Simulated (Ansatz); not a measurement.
V-51 NMR of the central transition in V₂O₅

Cell: a Materials Project structure (computed, not necessarily an observed phase).

Space group C2/c (No. 15); a = 12.0512, b = 4.7243, c = 5.3924 Å, β = 103.65°.

```
site  Wyckoff  site symmetry       x       y       z
   V       8f              1  0.3571  0.7403  0.7527
  O5       8f              1  0.3900  0.0602  0.5176
  O9       8f              1  0.2034  0.0702  0.1316
 O13       4e              2  0.5000  0.6148  0.7500
```

One atom of each set is listed; the run and its k-mesh use a cell of 14 atoms with edges of 6.47, 6.47, 5.39 Å.

The numbers come from a DFT calculation in Ansatz (r2SCAN, plane waves and PAW (field gradients read without the response of the frozen cores, which leaves them typically 4 to 6 % off), scalar-relativistic, 500 eV cutoff, Γ-centred 6×6×5 k-points, Fermi–Dirac smearing 0.02 eV).

V-51 has I = 7/2 and Q = -52.00 mb (Pyykkö 2018); at 28.2 T its Larmor frequency is ν₀ = 316.2 MHz. Only the quadrupole interaction is simulated: positions count from each site's isotropic chemical shift, and J coupling is left out, as are shift anisotropy and dipolar coupling, which fast spinning averages.

Simulated pattern of one V site (fast magic-angle spinning, Gaussian broadening 0.009 kHz):

```json
{"offset (kHz)": "-0.4965", "height": "0"}
{"offset (kHz)": "-0.4800", "height": "1"}
{"offset (kHz)": "-0.4635", "height": "8"}
{"offset (kHz)": "-0.4470", "height": "8"}
{"offset (kHz)": "-0.4305", "height": "8"}
{"offset (kHz)": "-0.4140", "height": "9"}
{"offset (kHz)": "-0.3975", "height": "9"}
{"offset (kHz)": "-0.3810", "height": "18"}
{"offset (kHz)": "-0.3645", "height": "26"}
{"offset (kHz)": "-0.3480", "height": "28"}
{"offset (kHz)": "-0.3315", "height": "30"}
{"offset (kHz)": "-0.3150", "height": "33"}
{"offset (kHz)": "-0.2985", "height": "36"}
{"offset (kHz)": "-0.2820", "height": "42"}
{"offset (kHz)": "-0.2655", "height": "69"}
{"offset (kHz)": "-0.2490", "height": "100"}
{"offset (kHz)": "-0.2325", "height": "73"}
{"offset (kHz)": "-0.2160", "height": "67"}
{"offset (kHz)": "-0.1995", "height": "66"}
{"offset (kHz)": "-0.1830", "height": "69"}
{"offset (kHz)": "-0.1665", "height": "80"}
{"offset (kHz)": "-0.1500", "height": "92"}
{"offset (kHz)": "-0.1335", "height": "67"}
{"offset (kHz)": "-0.1170", "height": "57"}
{"offset (kHz)": "-0.1006", "height": "51"}
{"offset (kHz)": "-0.0841", "height": "47"}
{"offset (kHz)": "-0.0676", "height": "43"}
{"offset (kHz)": "-0.0511", "height": "41"}
{"offset (kHz)": "-0.0346", "height": "38"}
{"offset (kHz)": "-0.0181", "height": "28"}
{"offset (kHz)": "-0.0016", "height": "1"}
{"offset (kHz)": "0.0149", "height": "0"}
```

**Question.** Which |C_Q| and η does the pattern imply?

**Answer.** The pattern spans 0.459 kHz before broadening and its centre of gravity is at -0.198 kHz, which fixes P_Q; the places of the horns and steps fix η. That gives P_Q = 4.95 MHz, |C_Q| = 4.72 MHz and η = 0.55. The sign of C_Q can't be read from the pattern.

At this cell the r2SCAN pressure is -13 GPa, so with r2SCAN the cell would shrink if it were relaxed. The entry's cell may itself be off. The largest force is 1.6 eV/Å, so the atoms aren't at the calculated equilibrium and relaxing them would move these values.
